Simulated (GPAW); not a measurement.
# MgB2 (P6/mmm) in GPAW: a series of runs

Aim: see how the results for MgB2 move with the level of theory and the settings. Levels: PBE, LDA. Tasks: single point.

All numbers are computed with GPAW 26.7.0; they aren't measurements. Logs are shortened: lines on timing, memory, paths and dates and some standing lists are left out, and cuts for length are marked. The log counts tension as positive stress, the text compression.

## (1) The structure

Symmetry: P6/mmm, No. 191, hexagonal system. The conventional cell has a = 3.085 Å, b = 3.085 Å, c = 3.523 Å, α = 90.00°, β = 90.00°, γ = 120.00°. Around Mg (site symmetry 6/mmm) lie 12 B at 2.51 Å. B (site symmetry -6m2) is surrounded by 3 B at 1.78 Å.

## (2) Single point, PBE

Input file run.py:

```python
from ase.dft.bandgap import bandgap
from ase.io import read, write
from ase.units import GPa
from gpaw import GPAW, PW

atoms = read('MgB2.xyz')

calc = GPAW(mode=PW(550),
            xc='PBE',
            kpts={'size': (8, 8, 6), 'gamma': True},
            occupations={'name': 'fermi-dirac', 'width': 0.05},
            nbands=17,
            maxiter=120,
            txt='gpaw.txt')
atoms.calc = calc
energy = atoms.get_potential_energy()
forces = atoms.get_forces()
stress = atoms.get_stress()
calc.write('gs.gpw')
write('result.traj', atoms)
print(f'Energy: {energy:.6f} eV')
print('Forces (eV/A):')
print(forces.round(4))
print('Stress (GPa):', (stress / GPa).round(3))
print('Fermi level:', round(calc.get_fermi_level(), 4), 'eV')
print(f'Gap: {bandgap(calc)[0]:.4f} eV, direct: {bandgap(calc, direct=True)[0]:.4f} eV')
```

Input file MgB2.xyz:

```xyz
3
Lattice="3.0850000000 0.0000000000 0.0000000000 -1.5425000000 2.6716883707 0.0000000000 0.0000000000 0.0000000000 3.5230000000" Properties=species:S:1:pos:R:3 pbc="T T T"
Mg     0.0000000000      0.0000000000      0.0000000000
B      1.5425000002      0.8905627901      1.7615000000
B     -0.0000000002      1.7811255806      1.7615000000
```

Potentials or basis: GPAW PAW data sets (gpaw-data 1.2.1), pw.

On the command line:

```console
> OMP_NUM_THREADS=1 python run.py
```

gpaw.txt:

```text
__  _  _
 | _ |_)|_||  |
 |__||  | ||/\| - 26.7.0

Input parameters:
  mode=PW(ecut=550.0),
  kpts=MonkhorstPack(size=(8, 8, 6), gamma=True),
  maxiter=120,
  nbands=17,
  occupations=Occupations(name='fermi-dirac', width=0.05),
  xc=XC(name='PBE')

Diagonalizing LCAO Hamiltonian
Converting LCAO to pw mode

         B  B

       Mg

Atoms  # Å, Bohr magnetons
|   | symbol |         x |        y |        z |    initial magnetic moments |
|---|--------|-----------|----------|----------|-----------------------------|
| 0 |     Mg |  0.000000 | 0.000000 | 0.000000 | ( 0.0000,  0.0000,  0.0000) |
| 1 |      B |  1.542500 | 0.890563 | 1.761500 | ( 0.0000,  0.0000,  0.0000) |
| 2 |      B | -0.000000 | 1.781126 | 1.761500 | ( 0.0000,  0.0000,  0.0000) |

Unit cell  # Å
| periodic |         x |        y |        z |  lengths |     angles |
|----------|-----------|----------|----------|----------|------------|
|      yes |  3.085000 | 0.000000 | 0.000000 | 3.085000 |  90.000000 |
|      yes | -1.542500 | 2.671688 | 0.000000 | 3.085000 |  90.000000 |
|      yes |  0.000000 | 0.000000 | 3.523000 | 3.523000 | 120.000000 |

Number of symmetries: 24
Symmetry operations  # r_c * U_cc + t_c -> r_c
|    | kind |            matrix            |
|----|------|------------------------------|
|  0 |  σ   |  1, 1, 0,  0,-1, 0,  0, 0, 1 |
|  1 |  C2  |  1, 1, 0,  0,-1, 0,  0, 0,-1 |
|  2 |  C6  |  1, 1, 0, -1, 0, 0,  0, 0, 1 |
|  3 |  S6  |  1, 1, 0, -1, 0, 0,  0, 0,-1 |
|  4 |  E   |  1, 0, 0,  0, 1, 0,  0, 0, 1 |
|  5 |  σ   |  1, 0, 0,  0, 1, 0,  0, 0,-1 |
|  6 |  σ   |  1, 0, 0, -1,-1, 0,  0, 0, 1 |
|  7 |  C2  |  1, 0, 0, -1,-1, 0,  0, 0,-1 |
|  8 |  σ   |  0, 1, 0,  1, 0, 0,  0, 0, 1 |
|  9 |  C2  |  0, 1, 0,  1, 0, 0,  0, 0,-1 |
| 10 |  C3  |  0, 1, 0, -1,-1, 0,  0, 0, 1 |
| 11 |  S3  |  0, 1, 0, -1,-1, 0,  0, 0,-1 |
| 12 |  C6  |  0,-1, 0,  1, 1, 0,  0, 0, 1 |
| 13 |  S6  |  0,-1, 0,  1, 1, 0,  0, 0,-1 |
| 14 |  σ   |  0,-1, 0, -1, 0, 0,  0, 0, 1 |
| 15 |  C2  |  0,-1, 0, -1, 0, 0,  0, 0,-1 |
| 16 |  σ   | -1, 0, 0,  1, 1, 0,  0, 0, 1 |
| 17 |  C2  | -1, 0, 0,  1, 1, 0,  0, 0,-1 |
| 18 |  C2  | -1, 0, 0,  0,-1, 0,  0, 0, 1 |
| 19 |  i   | -1, 0, 0,  0,-1, 0,  0, 0,-1 |
| 20 |  C3  | -1,-1, 0,  1, 0, 0,  0, 0, 1 |
| 21 |  S3  | -1,-1, 0,  1, 0, 0,  0, 0,-1 |
| 22 |  σ   | -1,-1, 0,  0, 1, 0,  0, 0, 1 |
| 23 |  C2  | -1,-1, 0,  0, 1, 0,  0, 0,-1 |

BZ-sampling:
  Number of BZ points: 384
  Number of IBZ points: 40

  Monkhorst-Pack size: [8, 8, 6]
  Monkhorst-Pack shift: [0.0625, 0.0625, 0.08333333333333333]

K-points  # in reciprocal-cell coordinates
|     |                                coordinates |     weight |
|-----|--------------------------------------------|------------|
|   0 | (  0.00000000,   0.00000000,   0.00000000) | 0.00260417 |
|   1 | (  0.00000000,   0.00000000,   0.16666667) | 0.00520833 |
|   2 | (  0.00000000,   0.00000000,   0.33333333) | 0.00520833 |
|   3 | (  0.00000000,   0.00000000,   0.50000000) | 0.00260417 |
|   4 | (  0.12500000,   0.00000000,   0.00000000) | 0.01562500 |
|   5 | (  0.12500000,   0.00000000,   0.16666667) | 0.03125000 |
|   6 | (  0.12500000,   0.00000000,   0.33333333) | 0.03125000 |
|   7 | (  0.12500000,   0.00000000,   0.50000000) | 0.01562500 |
|   8 | (  0.25000000,  -0.12500000,   0.00000000) | 0.01562500 |
|   9 | (  0.25000000,  -0.12500000,   0.16666667) | 0.03125000 |
| ... |                                            |            |
|  39 | (  0.50000000,   0.50000000,   0.50000000) | 0.00781250 |

Plane wave coefficients: 864
Cutoff: 550.0 eV

Spin-components: 1 (collinear spins)
Bands:           17
Projectors:      15
Spin-degeneracy: 2
Datatype:        complex128

Parallelization:
  kpt:    1
  domain: 1
  band:   1

Density:
  Valence electrons: 16.0
  Components: 1
  Grid points: [18 18 20]
  Charge: 0.0  # |e|

Potential:
  Grid points: [18 18 20]

species:
  Mg:
    name:    Magnesium
    Z:       12.0
    valence: 10
    core:    2
    charge:  0.0  # [|e|]
    compensation charges:
      type: gauss
      rc: 0.33  # [Å]
      lmax: 2
    cutoffs:
      filter: 1.86  # [Å]
      core: 0.54  # [Å]
    projectors
    | kind |    occ | energy [eV] | rcut [Å] |
    |------|--------|-------------|----------|
    |   2s |  2.000 |     -79.840 |    1.090 |
    |   3s |  2.000 |      -4.705 |    1.090 |
    |   2p |  6.000 |     -46.613 |    1.085 |
    |   3p |  0.000 |      -1.330 |    1.085 |
    |    d |        |       0.000 |    1.037 |

    Using partial waves for Mg as LCAO basis

  B:
    name:    Boron
    Z:       5.0
    valence: 3
    core:    2
    charge:  0.0  # [|e|]
    compensation charges:
      type: gauss
      rc: 0.20  # [Å]
      lmax: 2
    cutoffs:
      filter: 1.14  # [Å]
      core: 1.38  # [Å]
    projectors
    | kind |    occ | energy [eV] | rcut [Å] |
    |------|--------|-------------|----------|
    |   2s |  2.000 |      -9.443 |    0.635 |
    |   2p |  1.000 |      -3.606 |    0.635 |
    |    s |        |      17.768 |    0.635 |
    |    p |        |      23.605 |    0.635 |
    |    d |        |       0.000 |    0.635 |

    Using partial waves for B as LCAO basis

Reference energy: -6788.624023  # eV

eigensolver:
  PPCG
  Converge bands: occupied
  niter=2

density mixing:
  MSR1-Mixer
  Pratt-step length: 0.05
  Maximum mixing coefficient: 0.75
  Old densities: 10
  SVD Regularization: 0.005
  Good broyden scale: 1.0
  Trust region scale: 1.0
  Backstep threshold: 4.0
  History deletion threshold: 6.0
  Fourier metric: weight=20.0, sigma=0.015

occupation numbers:
  Fermi-Dirac:
    width: 0.0500  # eV

poisson solver:
  ecut: 4400.0  # eV

xc functional:
  name: PBE with 2 nearest neighbor stencil

convergence criteria:
- Maximum [total energy] change in last 3 cyles: 0.0005 eV / valence electron
- Maximum integral of absolute [dens]ity change: 0.0001 electrons / valence electron
- Maximum integral of absolute [eigenst]ate change: 4e-08 eV^2 / valence electron
maximum number of iterations: 120

SCF iterations
|iter     | |      energy | eigst |  dens |
|---------|-|-------------|-------|-------|
|iter:   1| |  -16.843095 | +0.04 |       |
|iter:   2| |  -16.572572 | -2.42 | -0.95 |
|iter:   3| |  -15.394052 | -1.33 | -0.99 |
|iter:   4| |  -15.393068 | -3.34 | -1.79 |
|iter:   5| |  -15.394580c| -3.82 | -2.10 |
|iter:   6| |  -15.394519c| -5.17 | -2.87 |
|iter:   7| |  -15.394504c| -5.98 | -3.39 |
|iter:   8| |  -15.394504c| -7.89c| -4.15c|

Converged in 8 steps
Energy contributions relative to reference atoms: (reference = -6788.624023)

Energy contributions:
  Kinetic:          10.308009
  Coulomb:          -6.367933
  Zero:             -0.031172
  External:          0.000000
  Xc:              -19.298348
  Entropy:          -0.010121
  Spinorbit:         0.000000
  ----------------------------
  Free energy:     -15.399565
  Extrapolated:    -15.394504

dipole moment: (-2.214990, -3.836475, -5.058937)  # |e|*Ang

Fermi level: 7.208
Eigenvalues  # (at kpt = [0.000, 0.000, 0.000])
| band index |      eig [eV] | occ [0-2] |
|------------|---------------|-----------|
|          0 |       -68.080 |     2.000 |
|          1 |       -34.852 |     2.000 |
|          2 |       -34.852 |     2.000 |
|          3 |       -34.839 |     2.000 |
|          4 |        -5.198 |     2.000 |
|          5 |         4.276 |     2.000 |
|          6 |         7.564 |     0.002 |
|          7 |         7.564 |     0.002 |
|          8 |         8.871 |     0.000 |
|          9 |        13.505 |     0.000 |
|         10 |        13.505 |     0.000 |
|         11 |        15.285 |     0.000 |
|         12 |        17.135 |     0.000 |
|         13 |        19.899 |     0.000 |
|        ... |               |           |
|         16 |        26.285 |     0.000 |

No gap
No difference between direct/indirect transitions

Forces  # eV/Ang
|        x |       y |       z |
|----------|---------|---------|
| -0.00000 | 0.00000 | 0.00000 |  # Mg   0
|  0.00000 | 0.00000 | 0.00000 |  # B    1
| -0.00000 | 0.00000 | 0.00000 |  # B    2

Stress tensor  # eV/Ang^3
|         x |        y |        z |
|-----------|----------|----------|
|  0.005784 | 0.000000 | 0.000000 |
| -0.000000 | 0.005784 | 0.000000 |
|  0.000000 | 0.000000 | 0.009924 |

# Writing to gs.gpw (mode='')
```

Wall time 12 s (1 thread of Arm Neoverse V1, shared host); peak memory 0.14 GiB.

These settings aren't checked as converged: the numbers below hold their error.

Results:

```
Free energy            : -15.3996 eV
Pressure               : -1.1 GPa
Band gap on the k mesh : none (metal or under the smearing width)
```

Caveat: the cutoff is short for stress and forces, so pressures can be off by a GPa or more.

## (3) Single point, LDA

Changes to run.py since step 2:

```diff
@@ -1,3 +1,4 @@
 from ase.dft.bandgap import bandgap
-from ase.io import read, write
+from ase.io import write
+from ase.spacegroup import crystal
 from ase.units import GPa
@@ -5,9 +6,17 @@
 
-atoms = read('MgB2.xyz')
+# Mg 1a
+# B 2d
+atoms = crystal(['Mg', 'B'],
+                basis=[[0.0, 0.0, 0.0],
+                       [0.6666666667, 0.3333333333, 0.5]],
+                spacegroup=191, setting=1,  # P6/mmm
+                cellpar=[3.085, 3.085, 3.523, 90.0, 90.0, 120.0],
+                primitive_cell=True)
 
-calc = GPAW(mode=PW(550),
-            xc='PBE',
+calc = GPAW(mode=PW(650),
+            xc='LDA',
             kpts={'size': (8, 8, 6), 'gamma': True},
             occupations={'name': 'fermi-dirac', 'width': 0.05},
-            nbands=17,
+            setups={'Mg': '2'},
+            nbands=-9,
             maxiter=120,
```

Potentials or basis: the program's PAW data sets (release 1.2.1) made for this functional, other valence, pw.

On the command line:

```console
> OMP_NUM_THREADS=1 python run.py
```

Wall time 10 s (1 thread of Arm Neoverse V1, shared host); peak memory 0.13 GiB.

It converged, with:

```yaml
Free_energy: -16.9983 eV
Pressure: -6.2 GPa
Band_gap_on_the_k_mesh: none (metal or under the smearing width)
```

Stress tensor (GPa, compression positive):
```
-6.34  0.00  0.00
 0.00 -6.34  0.00
 0.00  0.00 -5.92
```

Levels at points of the mesh, in eV from the Fermi level:
```tsv
k point	band 2	band 3	band 4	band 5	band 6	band 7
(0.00, 0.00, 0.00)	-2.98	0.36	0.36	1.69	6.23	6.23
(0.00, 0.00, 0.50)	-7.49	0.71	0.71	6.73	6.73	7.86
(0.50, 0.50, 0.00)	-7.79	-2.20	0.28	3.01	4.05	5.24
(0.50, 0.50, 0.50)	-6.89	-3.62	-1.86	-1.33	5.73	8.60
```

Caveat: the cutoff is short for stress and forces, so pressures can be off by a GPa or more.
